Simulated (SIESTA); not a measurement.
The system is Bi2Te2Se.

```
Bi Te Se
1.0
     2.16097    1.24764   10.58557
    -2.16097    1.24764   10.58557
     0.00000   -2.49527   10.58557
Bi Te Se
2 2 1
Direct
  0.39172 0.39172 0.39172
  0.60828 0.60828 0.60828
  0.78040 0.78040 0.78040
  0.21960 0.21960 0.21960
  0.00000 0.00000 0.00000
```

The cell is a database's computed one.

Base run:

```yaml
Program: SIESTA 5.4.2
Functional: PBEsol
Potentials_or_basis: PseudoDojo 0.4 standard (PBEsol files)
Basis: TZP (energy shift 0.003 Ry; two zetas on semicore shells)
Grid_cutoff: 500 Ry
Energy_shift: 0.003 Ry
k_mesh: 7 × 7 × 7
Occupations: fermi-dirac, width 0.05 eV
Spin: no spin polarisation
```

Its results: band gap on the k mesh 0.40 eV, direct; pressure -0.6 GPa; largest force 0.237 eV/Å.

Problem. The run is repeated on the same cell with these changes: basis from TZP (energy shift 0.003 Ry; two zetas on semicore shells) to SZP (energy shift 0.003 Ry). What comes out?

Solution. Band gap on the k mesh 0.50 eV, direct; pressure 0.3 GPa; largest force 0.550 eV/Å.

Caveats: spin-orbit coupling is left out, which as a rule narrows the gap of such compounds by several tenths of an eV; the basis of atomic orbitals isn't converged, which shifts pressures, moduli and gaps.
